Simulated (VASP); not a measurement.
## W: relaxation of cell and atoms with PBE+D3(BJ)

W:

```
CELL_PARAMETERS angstrom
-1.58234 1.58234 1.58234
1.58234 -1.58234 1.58234
1.58234 1.58234 -1.58234
ATOMIC_POSITIONS crystal
W 0.00000 0.00000 0.00000
```

```
Program                : VASP 6.6.1
Task                   : relaxation of cell and atoms
Functional             : PBE
Dispersion             : D3(BJ)
Potentials or basis    : VASP PAW PBE potentials, release 64 (W_sv)
Cutoff                 : 600 eV
k mesh                 : 12 × 12 × 12
Occupations            : fermi-dirac, width 0.05 eV
Spin                   : no spin polarisation
Further INCAR settings : ALGO = Normal; EDIFF = 1e-07; IBRION = 2; EDIFFG = -0.02; NSW = 40; ISIF = 3
```

```
Relaxed volume                         : 15.81 Å³/atom
Relaxed cell                           : a = 2.738 Å, b = 2.738 Å, c = 2.738 Å, α = 109.47°, β = 109.47°, γ = 109.47°
Space group after relaxing (to 0.05 Å) : Im-3m (No. 229)
Energy gained by relaxing              : 0.1 meV/atom
Ionic steps                            : 3
Pressure after relaxing                : 0.0 GPa
Band gap on the k mesh                 : none (metal or under the smearing width)
Dispersion energy per atom             : -0.697 eV
```

Final structure:
```yaml
crystal:
  lattice:
    - [-1.58103, 1.58103, 1.58103]
    - [1.58103, -1.58103, 1.58103]
    - [1.58103, 1.58103, -1.58103]
  atoms:
    - { symbol: W, position: [0.00000, 0.00000, 0.00000] }
```

Levels at points of the mesh, in eV from the Fermi level:
| k point | band 3 | band 4 | band 5 | band 6 | band 7 | band 8 | band 9 | band 10 | band 11 |
| --- | --- | --- | --- | --- | --- | --- | --- | --- | --- |
| (0.00, 0.00, 0.00) | -37.65 | -37.65 | -9.56 | -1.15 | -1.15 | -1.15 | 2.35 | 2.35 | 14.61 |
| (0.50, 0.00, 0.00) | -38.08 | -37.66 | -6.21 | -3.50 | 0.77 | 2.25 | 3.23 | 6.26 | 11.21 |
| (0.50, 0.50, 0.50) | -38.56 | -38.56 | -5.77 | -5.77 | 5.27 | 5.27 | 5.27 | 8.36 | 8.36 |

Run time: 12 s on 1 thread of Intel(R) Xeon(R) 6975P-C (Granite Rapids) (shared host), peak memory 0.16 GiB.

Caveat: pairwise dispersion overbinds metals, which lowers pressure and volume. Spin-orbit coupling is left out, which matters for the levels of W.
